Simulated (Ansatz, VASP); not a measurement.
# Cross-check of Pt (linear Pt chain) between VASP and Ansatz

One calculation is typed for both programs; each brings its own data sets. How far apart do they land? The structure shown is the end of the Ansatz relaxation below.

Main program and level: Ansatz 0.2.0; plane waves, with VASP 6.6.1 beside it; single point at PBEsol.

### 1. Starting point

The cell holds 1 atom: 1 Pt. Its edges and angles: a = 7.500 Å, b = 7.500 Å, c = 2.322 Å, α = 90.0°, β = 90.0°, γ = 90.0°. Vacuum lies along a and b. The structure's axis is c.

### 2. Ansatz: relaxation, PBEsol

Ansatz runs on its default PAW (the set named soft_2) files.

This run makes the geometry at which the two programs are then compared.

input.yaml

```yaml
crystal:
  lattice:
    - [7.5, 0.0, 0.0]
    - [0.0, 7.5, 0.0]
    - [0.0, 0.0, 2.5296]
  atoms:
    - { symbol: Pt, position: [0.5, 0.5, 0.0], spin: 0.6 }
magnetization:
  spin_polarized: true
kpoints:
  mp_grid: { grid: [1, 1, 32] }
scf:
  occupations: { method: fermi_dirac, width: 0.05 }
hamiltonian:
  xc: pbesol
relax:
  cell: { fix: [a, b, alpha, beta, gamma] }
  max_steps: 60
```

The run is started by

```bash
$ ansatz run input.yaml --threads 4 --pin off --max-ram 8192MiB --backend cpu --events-out ev --progress --plain --runs-dir out
```

Numbers of over 12 decimals in the logs are rounded to 6 here.

What it wrote:

```text
Engine: ansatz 0.2.0, aarch64-unknown-linux-gnu
Pseudopotentials: kind: paw
Pseudopotential: Pt, paw, valence charge 18, recommended cutoff 420 eV (normal), Pt.paw.azcp
Functional definition: PBEsol
  exchange = pbesol_x
  correlation = pbesol_c
Crystal: 1 atoms, lattice volume = 142.290 Å³
Basis set: ecut = 420 eV, 2777 PW (Γ), exchange–correlation on 108×108×36 points (8 copies of the dense FFT grid, shifted against one another)
Bands: 14, of which v1, the nominal top of the filled ones, is band 9 counted from 1 (8 counted from 0)
Symmetry: 16 space group operations
Space group: P4/mmm (ITA 123), of the structure as read, at distance tolerance 5.2e-5 Å
Magnetic group: BNS 123.339 (UNI 999), of the structure as read, at distance tolerance 5.2e-5 Å
k-points: 17 of 32
Non-local potential: Pt, projectors of the file, l = 0: 3, l = 1: 2, l = 2: 2, l = 3: 1
PAW form: soft (Blöchl's): semilocal exchange-correlation on the pseudo side does not see the compensation charge
PAW frozen core: Pt, regenerated for the run's functional, and the local potential with it (the file was generated under x = pbe(κ = 0.804, μ = 0.219515), c = pbe(β = 0.066725))
PAW one-centre angular grid: Pt, 590 points (default); XC on 64 Gauss nodes
Initial density: superposition of atomic densities (neutral atoms: chi_scale 0, normalization atom)
Starting moments: Σ|m| = 0.6 μB on 1 of 1 site
Initial wavefunctions: pseudopotential atomic-orbital guess
Functional: x = pbesol(κ = 0.804, μ = 0.123457), c = pbesol(β = 0.046)
iter 1 solved again at ethr=3.00e-3 eV; its pass at ethr=3.10e-3 eV (dr2=5.40e-1 eV) is discarded
SCF iter   1: F=—  HF=-12380.224314 eV  |F-HF|=—  |Δ(HF+E_count)|=         —  Δρ=1.19e-2 (↑1.18e-2 ↓1.19e-2)  dr2=5.41e-1  dr2_m=6.62e-3  M=0.558 μB ∫|m|=0.558 μB  β_m=0.30  ethr=3.00e-3  ⟨swp⟩=1.0  Hψ=3093  notcnv=0
Mixer restart at iter 1: flushing history
preconditioner: auto → LDOS  [metal: Δε(μ)=0.083 eV  Ē_g=7.486 eV  σ=0.050 eV  W_gap=0.38  n_scr=20 (ndim 8)  ℏωp=9.8 eV  f_vac=0.709  D(μ)=3.56/eV (n_scr^D=20)]
spin=Collinear: LDOS preconditioning applied to the charge; magnetization (m = ρ↑ − ρ↓) channel mixes plain (no charge-response kernel on spin).
SCF iter   2: F=—  HF=-12380.265761 eV  |F-HF|=—  |Δ(HF+E_count)|=   4.14e-2  Δρ=7.44e-3 (↑7.14e-3 ↓7.44e-3)  dr2=1.67e-1  dr2_m=4.58e-3  M=0.539 μB ∫|m|=0.539 μB  β_m=0.49  ethr=3.00e-3  ⟨swp⟩=2.1  Hψ=638  notcnv=0
SCF iter   3: F=—  HF=-12380.403298 eV  |F-HF|=—  |Δ(HF+E_count)|=         —  Δρ=5.22e-3 (↑4.75e-3 ↓5.22e-3)  dr2=8.96e-3  dr2_m=2.56e-2  M=0.275 μB ∫|m|=0.275 μB  β_m=0.49  ethr=9.27e-4  ⟨swp⟩=2.3  Hψ=960  notcnv=0
Mixer restart at iter 3: flushing history
SCF iter   4: F=—  HF=-12380.417596 eV  |F-HF|=—  |Δ(HF+E_count)|=   1.43e-2  Δρ=3.67e-3 (↑3.67e-3 ↓3.45e-3)  dr2=2.43e-3  dr2_m=1.45e-2  M=0.207 μB ∫|m|=0.207 μB  β_m=0.70  ethr=4.98e-5  ⟨swp⟩=2.9  Hψ=921  notcnv=0  defer=2
SCF iter   5: F=—  HF=-12380.428101 eV  |F-HF|=—  |Δ(HF+E_count)|=   1.05e-2  Δρ=1.06e-3 (↑6.41e-4 ↓1.06e-3)  dr2=6.30e-4  dr2_m=7.62e-4  M=0.071 μB ∫|m|=0.071 μB  β_m=0.75  ethr=1.35e-5  ⟨swp⟩=2.0  Hψ=972  notcnv=0  defer=6
SCF iter   6: F=—  HF=-12380.428098 eV  |F-HF|=—  |Δ(HF+E_count)|=   2.29e-6  Δρ=5.04e-4 (↑3.03e-4 ↓5.04e-4)  dr2=3.22e-5  dr2_m=1.96e-4  M=0.035 μB ∫|m|=0.035 μB  β_m=0.87  ethr=3.50e-6  ⟨swp⟩=2.1  Hψ=854  notcnv=0  defer=10
SCF iter   7: F=—  HF=-12380.428333 eV  |F-HF|=—  |Δ(HF+E_count)|=   2.35e-4  Δρ=1.28e-4 (↑8.81e-5 ↓1.28e-4)  dr2=1.43e-5  dr2_m=1.12e-5  M=0.008 μB ∫|m|=0.008 μB  β_m=0.86  ethr=1.79e-7  ⟨swp⟩=2.4  Hψ=889  notcnv=0  defer=10
SCF iter   8: F=—  HF=-12380.428321 eV  |F-HF|=—  |Δ(HF+E_count)|=   1.15e-5  Δρ=2.51e-5 (↑1.66e-5 ↓2.51e-5)  dr2=7.20e-7  dr2_m=3.45e-7  M=0.002 μB ∫|m|=0.002 μB  β_m=0.93  ethr=7.97e-8  ⟨swp⟩=2.5  Hψ=731  notcnv=0  defer=10
SCF iter   9: F=—  HF=-12380.428324 eV  |F-HF|=—  |Δ(HF+E_count)|=   2.66e-6  Δρ=1.02e-5 (↑5.68e-6 ↓1.02e-5)  dr2=6.53e-8  dr2_m=4.79e-8  M=0.000 μB ∫|m|=0.000 μB  β_m=0.89  ethr=4.00e-9  ⟨swp⟩=2.0  Hψ=741  notcnv=0  defer=10
SCF iter  10: F=—  HF=-12380.428324 eV  |F-HF|=—  |Δ(HF+E_count)|=   7.22e-8  Δρ=2.17e-6 (↑2.17e-6 ↓1.48e-6)  dr2=1.91e-9  dr2_m=3.39e-9  M=0.000 μB ∫|m|=0.000 μB  β_m=0.94  ethr=3.63e-10  ⟨swp⟩=2.1  Hψ=760  notcnv=0  defer=10
SCF iter  11: F=—  HF=-12380.428324 eV  |F-HF|=—  |Δ(HF+E_count)|=   7.67e-9  Δρ=3.02e-7 (↑3.02e-7 ↓2.31e-7)  dr2=9.72e-11  dr2_m=7.22e-11  M=0.000 μB ∫|m|=0.000 μB  β_m=0.97  ethr=1.06e-11  ⟨swp⟩=2.0  Hψ=770  notcnv=0  defer=10
SCF iter  12: F=-12380.428324 eV  HF=-12380.428324 eV  |F-HF|=1.82e-12  |Δ(HF+E_count)|=  2.95e-10  Δρ=6.99e-8 (↑3.40e-8 ↓6.99e-8)  dr2=8.79e-12  dr2_m=1.27e-12  M=-0.000 μB ∫|m|=0.000 μB  ethr=1.00e-12  ⟨swp⟩=1.0  Hψ=1304  notcnv=0
[...]
the starting moments were not kept: the SCF closed with an absolute magnetisation of 2.8e-6 μB, where they sum to 0.6 μB in size (1 site). That is at most 0.1 of that sum. Measured as dr2_m measures the in/out step, that magnetisation stands 3.5e-12 eV from none, at or under the dr2_threshold of 1.0e-7 eV: it is no larger than a step whose dr2_m would equal this threshold.
SCF 4 converged in 7 iterations: F = -12380.728689 eV  dr2 = 3.51e-11
relax step   4: F+E_penalty+E_count = -12380.72868914 eV  Δ(F+E_penalty+E_count) = -1.646e-2 eV  max|allowed force component| = 0.000e0 eV/Å  Δτ_max = 0.0000 Å  P = -0.230 GPa  Ω = 131.101 Å³  energy of the carried Pulay correction = +1.074e-3 eV  fix = [a, b, alpha, beta, gamma]  reactions: a -0.095, b -0.095 GPa  (7 SCF iters, dr2 threshold 1.00e-7 eV, accepted)
[...]
relax step   5: F+E_penalty+E_count = -12380.72955512 eV  Δ(F+E_penalty+E_count) = -8.660e-4 eV  max|allowed force component| = 0.000e0 eV/Å  Δτ_max = 0.0000 Å  P = -0.067 GPa  Ω = 130.594 Å³  energy of the carried Pulay correction = +1.123e-3 eV  fix = [a, b, alpha, beta, gamma]  reactions: a -0.095, b -0.095 GPa  (7 SCF iters, dr2 threshold 1.00e-7 eV, accepted)
[...]
relax step   6: F+E_penalty+E_count = -12380.72834321 eV  Δ(F+E_penalty+E_count) = +1.212e-3 eV  max|allowed force component| = 0.000e0 eV/Å  Δτ_max = 0.0000 Å  P = -0.067 GPa  Ω = 130.594 Å³  fix = [a, b, alpha, beta, gamma]  reactions: a -0.093, b -0.093 GPa  stress off target by 1.41e-2 GPa on what of the cell is left free  SCF on the basis re-selected at this cell (its energy is not comparable with the rows above)  (7 SCF iters)
basis re-selected at this cell: Δ(F+E_penalty+E_count) = +1.212e-3 eV, ΔP = -0.000 GPa vs the last step (what re-selecting the basis moved, of the pressure what is left beyond the Pulay correction that the steps carried, after the strain that the cell walked since its last selection, with what the two solves' SCF thresholds leave and, on support functions, any second-order correction that the steps lacked; it is no measure of the basis error at this ecutwfc). The dense FFT grid was sized anew with the basis: this SCF ran on 54×54×16 points, the steps before it on 54×54×18, so part of this shift can come from that change (see relax.cell in the input reference). [rest of the remark cut]
SCF converged after 7 iterations
Magnetization: 0.0000 μB (9.0000 up, 9.0000 down)
Absolute magnetization: 0.0000 μB (∫|ρ↑−ρ↓|, with the PAW one-centre terms)
Spin contamination: 0.0000 ħ² per cell (⟨S²⟩ above its minimum at these occupations)
Per-site moments (μB) at R_I (Å): [(1.4317416182727185e-9, 0.957689)]
Free energy (F): -12380.728343 eV
Harris-Foulkes:  -12380.728343 eV  (|F-HF|=3.64e-12)
Internal energy: -12380.716263 eV  (E = F + TS)
E sigma→0 (E₀):  -12380.722303 eV
Entropy (-TS):   -0.012080 eV (-12.080 meV/atom)
Fermi energy:    -2.790080 eV
--- Per-component energies (eV) ---
  E_band       = -577.838329
  E_kinetic    = 637.169196
  E_local      = -5448.561826  (includes V_loc(G=0)·N_el)
  E_nonlocal   = 205.283180
  E_hartree    = 2310.159228
  E_xc         = -257.079530
  E_vxc        = -297.889907  (∫ρ·V_xc dr)
  E_paw        = -9317.855705  (= ΣΔE_a)
  E_vpaw       = -294.157613  (= ΣTr[D̂ρ^β])
  E_aug_tail   = 0.000194  (compensation charges beyond the density's cutoff)
  E_ewald      = -510.117982
  E_core_change = 0.286981  (= ΣΔE_core)
  E_smearing   = -0.012080  (= −TS)
  E_closure    = -0.000000  (closes the sum)
  Σ components = -12380.728343   (vs F -12380.728343, Δ=0.00e0)
--- Forces (eV/Å), atoms counted from 1 ---
  atom   1  Pt    -0.00000000    -0.00000000    -0.00000000
  max |Σ_I F_I| component: 1.26e-28 eV/Å
--- Stress (GPa, compression-positive) ---
       -0.093227       0.000000      -0.000000
        0.000000      -0.093227      -0.000000
       -0.000000      -0.000000      -0.014112
  P = ⅓ Tr σ = -0.0669 GPa (-0.669 kbar)
--- Relaxed structure (5 steps of the walk, 5 accepted, 1 SCFs on fresh bases) ---
  F+E_penalty+E_count = -12380.72834321 eV   max|allowed force component| = 0.000e0 eV/Å   (the final SCF, on the basis selected at the relaxed cell)
  cell:  # Å, volume = 130.5940 Å³
    - [7.5, 0.0, 0.0]
    - [0.0, 7.5, 0.0]
    - [0.0, 0.0, 2.321670]
  atoms:
    - { symbol: Pt, position: [0.5, 0.5, 0.0] }
```

The column dr2 measures how far the density is from self-consistency, as an energy; F and HF (Harris–Foulkes) agree once it is small.

### 3. VASP: single point, PBEsol

The same cell, functional, mesh and smearing now go to VASP, with its own data sets.

Lines of VASP's logs that name or quote its potential files are left out, and so is its time.

INCAR

```
SYSTEM = Pt
PREC = Accurate
ENCUT = 500
EDIFF = 1E-06
NELM = 200
ISMEAR = -1
SIGMA = 0.05
LREAL = .FALSE.
ALGO = Normal
GGA = PS
NBANDS = 11
ISPIN = 2
MAGMOM = 0
LASPH = .TRUE.
LMAXMIX = 4
LORBIT = 11
LWAVE = .FALSE.
LCHARG = .FALSE.
ISIF = 2
GGA_COMPAT = .FALSE.
```

POSCAR

```
Pt
1.0
    7.5000000000      0.0000000000      0.0000000000
    0.0000000000      7.5000000000      0.0000000000
    0.0000000000      0.0000000000      2.3216704952
Pt
1
Direct
    0.5000000000      0.5000000000      0.0000000000
```

KPOINTS

```
Automatic mesh
0
Gamma
1 1 32
0 0 0
```

PAW data sets: Pt (PBE family, release 64).

The run is started by

```bash
$ mpirun -np 1 vasp_std
```

What it wrote:

```text
[banner, memory and clock lines left out]
running    1 mpi-ranks, on    1 nodes
 distrk:  each k-point on    1 cores,    1 groups
 distr:  one band on    1 cores,    1 groups

 POSCAR found type information on POSCAR Pt
 POSCAR found :  1 types and       1 ions
|                                                                             |
|               ----> ADVICE to this user running VASP <----                  |
|                                                                             |
|     You enforced a specific xc type in the INCAR file but a different       |
|     [... a line on the potential file left out ...]
|     I HOPE YOU KNOW WHAT YOU ARE DOING!                                     |
|                                                                             |

 LDA part: xc-table for (Slater+PW92), standard interpolation
 POSCAR, INCAR and KPOINTS ok, starting setup
 FFT: planning ... GRIDC
 FFT: planning ... GRID_SOFT
 FFT: planning ... GRID
 WAVECAR not read
 entering main loop
       N       E                     dE             d eps       ncg     rms          rms(c)
DAV:   1     0.536898090745E+02    0.53690E+02   -0.34472E+03   748   0.639E+02
DAV:   2    -0.166055683435E+01   -0.55350E+02   -0.50766E+02  1181   0.108E+02
DAV:   3    -0.420229364837E+01   -0.25417E+01   -0.24986E+01   904   0.275E+01
DAV:   4    -0.421793081952E+01   -0.15637E-01   -0.15633E-01   869   0.253E+00
DAV:   5    -0.421822450970E+01   -0.29369E-03   -0.29369E-03   920   0.378E-01    0.707E+00
DAV:   6    -0.390068102439E+01    0.31754E+00   -0.10959E+00   803   0.654E+00    0.452E+00
DAV:   7    -0.386897798948E+01    0.31703E-01   -0.31830E-02   793   0.970E-01    0.217E+00
DAV:   8    -0.386292015237E+01    0.60578E-02   -0.64300E-03   760   0.526E-01    0.134E-01
DAV:   9    -0.386277713606E+01    0.14302E-03   -0.67882E-04   804   0.135E-01    0.368E-02
DAV:  10    -0.386279801716E+01   -0.20881E-04   -0.27574E-05   810   0.377E-02    0.101E-02
DAV:  11    -0.386280985285E+01   -0.11836E-04   -0.15543E-06   813   0.707E-03    0.454E-03
DAV:  12    -0.386282054169E+01   -0.10689E-04   -0.75906E-07   796   0.365E-03    0.207E-03
DAV:  13    -0.386283243997E+01   -0.11898E-04   -0.15813E-06   772   0.382E-03    0.453E-04
DAV:  14    -0.386283442930E+01   -0.19893E-05   -0.10635E-07   802   0.997E-04    0.295E-04
DAV:  15    -0.386283554943E+01   -0.11201E-05   -0.10105E-07   778   0.975E-04    0.179E-04
DAV:  16    -0.386283562844E+01   -0.79009E-07   -0.76794E-09   588   0.386E-04
   1 F= -.38628356E+01 E0= -.38568726E+01  d E =-.119260E-01  mag=    -0.0000
```

From OUTCAR (step 3):

```text
ion  position               nearest neighbor table
   1  0.500  0.500  0.000-

  LATTYP: Found a simple tetragonal cell.
 ALAT       =     7.5000000000
 C/A-ratio  =     0.3095560660

 Subroutine GETGRP returns: Found 16 space group operations
 (whereof 16 operations were pure point group operations)

The static configuration has the point symmetry D_4h.

 Found     17 irreducible k-points:

   k-points           NKPTS =     17   k-points in BZ     NKDIM =     17   number of bands    NBANDS=     11

   dimension x,y,z NGX =    56 NGY =   56 NGZ =   18
   dimension x,y,z NGXF=   112 NGYF=  112 NGZF=   36

   ENCUT  =  500.0 eV  36.75 Ry    6.06 a.u.  13.67 13.67  4.23*2*pi/ulx,y,z

   NELECT =      10.0000    total number of electrons

 k-points in reciprocal lattice and weights: Automatic mesh
   0.00000000  0.00000000  0.00000000       0.031
   0.00000000  0.00000000  0.03125000       0.062
   0.00000000  0.00000000  0.06250000       0.062
   0.00000000  0.00000000  0.09375000       0.062
   0.00000000  0.00000000  0.12500000       0.062
   0.00000000  0.00000000  0.15625000       0.062
   0.00000000  0.00000000  0.18750000       0.062
   0.00000000  0.00000000  0.21875000       0.062
   0.00000000  0.00000000  0.25000000       0.062
[...]
0.00000000  0.00000000  0.46875000       0.062
   0.00000000  0.00000000  0.50000000       0.031

 average (electrostatic) potential at core
       1 -77.1856

 E-fermi :  -4.2313

 spin component 1
 k-point     1 :       0.0000    0.0000    0.0000
  band No.  band energies     occupation
      1     -11.5454      1.00000
      2      -6.1354      1.00000
      3      -5.8907      1.00000
      4      -5.8864      1.00000
      5      -3.2861      0.00000
      6      -3.2861      0.00000
      7      -0.6777      0.00000
      8      -0.6777      0.00000
      9       1.5025      0.00000
    ...

 k-point     2 :       0.0000    0.0000    0.0312
  band No.  band energies     occupation
      1     -11.4729      1.00000
      2      -6.1155      1.00000
      3      -5.8802      1.00000
      4      -5.8760      1.00000
      5      -3.4075      0.00000
      6      -3.4075      0.00000
      7      -0.5792      0.00000
      8      -0.5792      0.00000
      9       1.5288      0.00000
    ...

 k-point     3 :       0.0000    0.0000    0.0625
  band No.  band energies     occupation
      1     -11.2566      1.00000
      2      -6.0562      1.00000
      3      -5.8490      1.00000
      4      -5.8449      1.00000
      5      -3.7263      0.00004
      6      -3.7263      0.00004
      7      -0.3256      0.00000
      8      -0.3256      0.00000
      9       1.6076      0.00000
    ...

 k-point     4 :       0.0000    0.0000    0.0938
  band No.  band energies     occupation
      1     -10.8997      1.00000
      2      -5.9579      1.00000
      3      -5.7980      1.00000
      4      -5.7940      1.00000
      5      -4.1626      0.20181
      6      -4.1626      0.20181
      7       0.0144      0.00000
      8       0.0144      0.00000
      9       1.7391      0.00000
    ...

 k-point     5 :       0.0000    0.0000    0.1250
  band No.  band energies     occupation
    ...
      2      -5.8210      1.00000
      3      -5.7285      1.00000
      4      -5.7248      1.00000
      5      -4.6580      0.99980
      6      -4.6580      0.99980
      7       0.3986      0.00000
      8       0.3986      0.00000
      9       1.9231      0.00000
     10       3.3332      0.00000
     11       5.1319      0.00000

 k-point     6 :       0.0000    0.0000    0.1562
  band No.  band energies     occupation
    ...
      2      -5.6462      1.00000
      3      -5.6426      1.00000
      4      -5.6392      1.00000
      5      -5.1769      1.00000
      6      -5.1769      1.00000
      7       0.8103      0.00000
      8       0.8103      0.00000
      9       2.1597      0.00000
     10       3.5643      0.00000
     11       5.4097      0.00000

  Total       -0.0871997     -0.0871997     -0.1196835      0.0000000      0.0000000      0.0000000
  in kB       -1.0697994     -1.0697994     -1.4683235      0.0000000      0.0000000      0.0000000
  external PRESSURE =      -1.2026408 kB  Pullay stress =       0.0000000 kB

  energy-cutoff  :      500.00
  volume of cell :      130.59
      direct lattice vectors                 reciprocal lattice vectors
     7.500000000  0.000000000  0.000000000     0.133333333  0.000000000  0.000000000
     0.000000000  7.500000000  0.000000000     0.000000000  0.133333333  0.000000000
     0.000000000  0.000000000  2.321670495     0.000000000  0.000000000  0.430724344

 POSITION                                       TOTAL-FORCE (eV/Angst)
 -----------------------------------------------------------------------------------
      3.75000      3.75000      0.00000         0.000000      0.000000      0.000000
 -----------------------------------------------------------------------------------
    total drift:                                0.000000      0.000000      0.000000

  FREE ENERGIE OF THE ION-ELECTRON SYSTEM (eV)
  ---------------------------------------------------
  free  energy   TOTEN  =        -3.8628356284 eV

  energy  without entropy=       -3.8509096641  energy(sigma->0) =       -3.85687265

 total charge
# of ion       s       p       d       tot
------------------------------------------
    1        0.780   0.268   8.062   9.109

 magnetization (x)
# of ion       s       p       d       tot
------------------------------------------
    1       -0.000   0.000   0.000   0.000

[... 3 further parts left out ...]
```

### 4. Comparison

Known differences besides the potentials themselves: the data sets hold 18 valence electrons in Ansatz (on its default PAW (the set named soft_2) files) and 10 in VASP; the cutoff is 420 eV in Ansatz and 500 eV in VASP; Ansatz makes its cores anew for this functional, VASP keeps those of its PBE data sets; Ansatz's pressure holds a Pulay correction, VASP's none. Total energies have different zeros and are not compared.

The two programs side by side:

| quantity | Ansatz | VASP | difference |
| --- | --- | --- | --- |
| pressure (GPa) | -0.07 | -0.12 | +0.05 |

### 5. Summary of results

| Property | Result |
| --- | --- |
| difference in pressure (single point, PBEsol) | 0.053 GPa |

In words: The difference in pressure is 0.053 GPa (single point, PBEsol), within the 1 GPa picked in this series as the mark of a large difference. The data sets hold unlike numbers of valence electrons (18 in Ansatz and 10 in VASP), so part of the differences comes from the potentials. Such differences can come from data sets, numerical settings and the points named under the comparisons, not from the functional's error against experiment.

[Lines on the potential files, build, host, timing and source positions are cut from VASP's logs without a mark.]

[Logs are printed without paths, hosts, clocks, repeated set-up lines and the standing remarks that a program may print on its own settings, such as how far it seeks lower states.]

[Hosts, paths, dates, database ids (printed as entryN), source tags and the programs' standing remarks are cut or masked in the printed files.]
